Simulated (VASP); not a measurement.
# WC: convergence, self-consistent run

WC, P1 (no. 1), 2 atoms in the cell. PBE; PAW potentials W_sv, C (PBE set). VASP 6.6.1. The atoms are moved at random off their ideal places.

Wanted: energy within 1 meV/atom; forces within 0.005 eV/Å; pressure within 0.1 GPa.

POSCAR:
```
WC
1.0
    2.9065000000      0.0000000000      0.0000000000
   -1.4532500000      2.5171028361      0.0000000000
    0.0000000000      0.0000000000      2.8366000000
W C
1 1
Direct
    0.0063040000     -0.0003580000      0.0001880000
    0.6668820000      0.3294760000      0.5043070000
```

## FFT grids and symmetry tolerance typed by hand

| FFT grids and symmetry tolerance typed by hand | Energy less reference (meV/atom) | Forces, largest deviation (eV/Å) | Pressure (GPa) | SCF iterations | Time (s) |
|---|---|---|---|---|---|
| default | 0.0 | 0.0000 | 6.86 | 13 | 23 |
| NGX, NGY, NGZ = 30, 30, 28 | 0.0 | 0.0000 | 6.86 | 13 | 62 |
| NGX, NGY, NGZ = 18, 18, 18 | 0.0 | 0.0001 | 6.86 | 13 | 21 |
| NGX, NGY, NGZ = 16, 16, 14 | -0.2 | 0.0001 | 6.88 | 13 | 15 |
| NGX, NGY, NGZ = 12, 12, 12 | -1.2 | 0.0104 | 6.66 | 13 | 8.8 |
| NGXF, NGYF, NGZF = 34, 34, 32 | 0.0 | 0.0001 | 6.86 | 13 | 23 |
| NGXF, NGYF, NGZF = 66, 66, 64 | 0.0 | 0.0000 | 6.86 | 13 | 24 |
| SYMPREC = 0.001 | -0.3 | 0.0182 | 6.85 | 15 | 15 |
| SYMPREC = 1e-08 | 0.0 | 0.0000 | 6.86 | 13 | 23 |
| EWALD_CUTOFF = 2.0 | -1894.9 | 0.0565 | -25.07 | 13 | 24 |
| EWALD_CUTOFF = 8.0 | 0.0 | 0.0000 | 6.86 | 13 | 24 |

Chosen: default; NGX, NGY, NGZ = 16, 16, 14 would be accurate enough too and is faster here.

## The input

INCAR:
```
SYSTEM = WC
ALGO = Normal ; EDIFF = 1E-7
ENCUT = 520 ; ISIF = 2
ISMEAR = 0 ; LASPH = .True.
LCHARG = .False. ; LREAL = .False.
LWAVE = .False. ; NELM = 100
PREC = Accurate ; SIGMA = 0.02
```

KPOINTS:
```
k-points
0
Gamma
  9 9 8
```

Commands:
```
cat potpaw_PBE.64/W_sv/POTCAR potpaw_PBE.64/C/POTCAR > POTCAR
mpirun -np 1 vasp_std > vasp.out
```

The chosen input took VASP 6.6.1 23 s on 1 core (Intel Xeon 6975P-C (Granite Rapids)), a shared host.

## An input that fails: an FFT grid typed too coarse

It runs to its end, but against the unchanged starting input it is off by 454.1 meV/atom in the energy, 0.2221 eV/Å in the forces, 10.99 GPa in the pressure.

Changes against the starting input:
```
+ NGX = 8
+ NGY = 8
+ NGZ = 8
```
